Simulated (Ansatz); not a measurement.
This script for a scan of the Hubbard U of TiSe2, space group P-3m1 with Ansatz 0.2.0, Python API holds a mistake.

Script `tise2_plus_u.py`:
```python
# -*- coding: utf-8 -*-
"""DFT+U scan for TiSe2."""

import warnings

import ansatz as az
import numpy as np

config = {
    "vdw": "d4",
    "mesh": (12, 12, 4),
    "occupations": "Fixed",
}


def count_gap(report):
    # lowest empty less highest filled band, counting bands; zero where they overlap
    return max(report.get("gap_by_band_count_ev") or 0.0, 0.0)

warnings.simplefilter("ignore", az.DeckWarning)

xtal = (
    az.Lattice.of((3.536, 0.0, 0.0), (-1.768, 3.062266, 0.0), (0.0, 0.0, 6.004))
    .atom("Ti", (0.0, 0.0, 0.0))
    .atom("Se", (1 / 3, 2 / 3, 0.2552))
    .atom("Se", (2 / 3, 1 / 3, 0.7448))
)

calculation = (
    xtal.calculation()
    .functional(az.Functional.PBE, dispersion=config["vdw"])
    .kpoints(*config["mesh"])
    .occupations(config["occupations"])
    .band_table()
)
rows = []
for u in [1.0, 3.0, 5.0, 7.0]:
    rep = calculation.hubbard("Ti", "d", u_eff=u).run(threads=1).report
    shell = rep["hubbard"]["n_scf"]
    rows.append((u, count_gap(rep), sum(shell) / len(shell), rep["n_iterations"]))
print("      U_eff eV  gap by band count eV  Ti d occupation (projector)      iterations")
for row in rows:
    print(f"{str(row[0]):>14s}  {row[1]:20.3f}  {row[2]:27.4f}  {row[3]:14d}")
print("eigenvalues of the first occupation matrix at the last U, by spin:")
for channel in rep["hubbard"]["n_eig"][0]:
    print("  ", " ".join(f"{n:.3f}" for n in channel))
```

```console
$ python tise2_plus_u.py
RunWarning: iter 1: σ=0 fill of 22 bands saw a band overlap (occupied 8.7217 eV > unoccupied 8.3278 eV) — on an unconverged iterate often a transient of an unconverged empty band; one that stands at the close is told there (band_overlap_at_count); if the run [...]
RunWarning: the bands overlap at the fill by count (22 filled at each k-point of a channel): the highest filled level, 10.172354 eV at k-index 0, stands 0.5451 eV over the lowest empty one, 9.627263 eV at k-index 25, so that a fill of the lowest levels lies [...]
      U_eff eV  gap by band count eV  Ti d occupation (projector)      iterations
           1.0                 0.000                       2.7081              11
           3.0                 0.000                       2.6005              11
           5.0                 0.328                       2.4914              11
           7.0                 1.024                       2.3990              10
eigenvalues of the first occupation matrix at the last U, by spin:
   0.078 0.088 0.088 0.473 0.473
```
(Warnings from the package without file and line, shortened, repeats left out.)

The script ran to its end, but the result can't be trusted. Why?

The fault: fixed occupations, though the bands overlap at this level of theory. The correction:

```diff
--- before
+++ after
@@ -11,3 +11,4 @@
     "mesh": (12, 12, 4),
-    "occupations": "Fixed",
+    "occupations": "fermi_dirac",
+    "width_ev": 0.05,
 }
@@ -32,3 +33,3 @@
     .kpoints(*config["mesh"])
-    .occupations(config["occupations"])
+    .occupations(config["occupations"], width=config["width_ev"])
     .band_table()
```

The mended script runs so:

Running `python tise2_plus_u.py` prints:
```text
      U_eff eV  gap by band count eV  Ti d occupation (projector)      iterations
           1.0                 0.000                       2.7203              10
           3.0                 0.000                       2.6065              10
           5.0                 0.328                       2.4916              10
           7.0                 1.024                       2.3991              10
eigenvalues of the first occupation matrix at the last U, by spin:
   0.078 0.088 0.088 0.473 0.473
```

What to keep in mind:
- Spin is left out of this run.
- Dispersion corrections can be off by several per cent in the lattices of metals, and by several GPa in the pressure at a fixed cell.
- A gap by band count of zero or less means overlapping bands, a metal.
- A Hubbard U without spin forces both spins into the same orbitals, which can open a gap or pick a state that a spin-polarised run wouldn't.
- The starting cell is as deposited in a crystallographic database; the results hold for this polymorph, which needn't be the stable one.
- Levels are Kohn-Sham eigenvalues on this mesh, without spin-orbit coupling.
- Shell occupations and the effect of U depend on the projectors; a run with no .spin step is spin-unpolarised, and each U may end in a state that isn't the lowest.
- The script silences the warnings on its input, which a real study should read.
- Finished in 31 s on 1 thread of Arm Neoverse V2, on a shared host, peak memory 0.5 GiB.
